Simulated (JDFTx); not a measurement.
**LiF (Griceite) in JDFTx: convergence with smearing width**

Input of the first run (smearing width 0.3 eV); the others differ in this setting and in those tied to it:

File LiF.in:

```
lattice \
    0.0000000000     3.8059084150     3.8059084150 \
    3.8059084150     0.0000000000     3.8059084150 \
    3.8059084150     3.8059084150     0.0000000000
coords-type Cartesian
ion F      3.7883707890     3.7630538862     3.7992632989 1
ion Li    -0.0287993090    -0.0321637320    -0.0063787025 1

ion-species pseudo/F.upf
ion-species pseudo/Li.upf
elec-cutoff 49 392
elec-ex-corr gga-x-rpbe gga-c-pbe
kpoint-folding 7 7 7
elec-smearing Fermi 0.011024797
elec-n-bands 10
electronic-SCF nIterations 100 energyDiffThreshold 1e-09
electronic-minimize nIterations 30 energyDiffThreshold 1e-7
forces-output-coords Cartesian

dump-name run.$VAR
dump End Ecomponents EigStats BandEigs Kpoints Forces Stress
```

Potentials or basis: Ansatz-NC-SR-PBE.

The run is started by

```console
$ jdftx -c 1 -i LiF.in -o LiF.out
```

The cell isn't the ideal one: atoms moved at random, drawn with an rms of 0.02 Å.

Hardware: 1 thread of Intel(R) Xeon(R) 6975P-C (Granite Rapids) (shared host).

| smearing width | energy less the tightest run, at zero smearing (meV/atom) | SCF cycles | CPU time (s) | peak memory (GiB) |
| --- | --- | --- | --- | --- |
| 0.3 eV | 0.00 | 9 | 60 | 0.18 |
| 0.2 eV | 0.00 | 9 | 57 | 0.19 |
| 0.15 eV | 0.00 | 9 | 67 | 0.18 |
| 0.1 eV | 0.00 | 9 | 59 | 0.18 |
| 0.05 eV | 0.00 | 9 | 60 | 0.19 |
| 0.025 eV | 0.00 | 9 | 60 | 0.19 |
| 0.01 eV | 0.00 | 9 | 62 | 0.19 |

Against the tightest run, the energy stays within 1 meV/atom from 0.3 eV on. The tightest run that finished is the yardstick and may itself not be fully converged.

Caveat, for the tightest run too: the k mesh is coarse.
